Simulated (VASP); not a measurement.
# Os: relaxation of cell and atoms with PBE

Os:

```
CELL_PARAMETERS angstrom
2.73410 0.00000 0.00000
-1.36705 2.36780 0.00000
0.00000 0.00000 4.31970
ATOMIC_POSITIONS crystal
Os 0.66667 0.33333 0.75000
Os 0.33333 0.66667 0.25000
```

```
Program                : VASP 6.6.1
Task                   : relaxation of cell and atoms
Functional             : PBE
Potentials or basis    : VASP PAW PBE potentials, release 64 (Os_sv_GW)
Cutoff                 : 630 eV
k mesh                 : 11 × 11 × 6
Occupations            : fermi-dirac, width 0.05 eV
Spin                   : no spin polarisation
Further INCAR settings : ALGO = Fast; EDIFF = 1e-07; IBRION = 2; EDIFFG = -0.02; NSW = 40; ISIF = 3
```

The relaxed volume is 14.27 Å³/atom, the relaxed cell is a = 2.752 Å, b = 2.752 Å, c = 4.350 Å, α = 90.00°, β = 90.00°, γ = 120.00° and the space group after relaxing (to 0.05 Å) is P6_3/mmc (No. 194). The energy gained by relaxing is 7.4 meV/atom. The ionic steps are 4. The pressure after relaxing is 0.0 GPa. The band gap on the k mesh is none (metal or under the smearing width).

Stress tensor (GPa, compression positive):
```
 0.12  0.00  0.00
 0.00  0.12  0.00
 0.00  0.00 -0.21
```

Step by step:
| step | energy change (eV) | largest force (eV/Å) | pressure (GPa) | volume (Å³) |
| --- | --- | --- | --- | --- |
| 1 | 0.0000 | 0.0000 | 8.56 | 27.96 |
| 2 | 0.2326 | 0.0000 | -28.43 | 31.10 |
| 3 | -0.0149 | 0.0000 | -0.35 | 28.56 |
| 4 | -0.0149 | 0.0000 | 0.01 | 28.53 |

Final structure:
```xyz
2
Lattice="2.7522 0.0000 0.0000 -1.3761 2.3834 0.0000 0.0000 0.0000 4.3498" Properties=species:S:1:pos:R:3 pbc="T T T"
Os    1.3761    0.7945    3.2624
Os    0.0000    1.5890    1.0875
```

Levels at points of the mesh, in eV from the Fermi level:
```csv
k point,band 12,band 13,band 14,band 15,band 16,band 17,band 18,band 19,band 20
"(0.00, 0.00, 0.00)",-2.92,-2.68,-2.10,-2.10,-1.47,-1.47,0.05,1.69,1.69
"(0.00, 0.00, 0.50)",-3.45,-3.10,-3.10,-3.10,-3.10,0.92,0.92,0.92,0.92
```

Wall time 110 s on 1 thread of Intel(R) Xeon(R) Platinum 8375C CPU @ 2.90GHz (Ice Lake) (shared host), peak memory 0.19 GiB.

Spin-orbit coupling is left out, which matters for the levels of Os. Zero-point motion and thermal expansion aren't in these numbers.
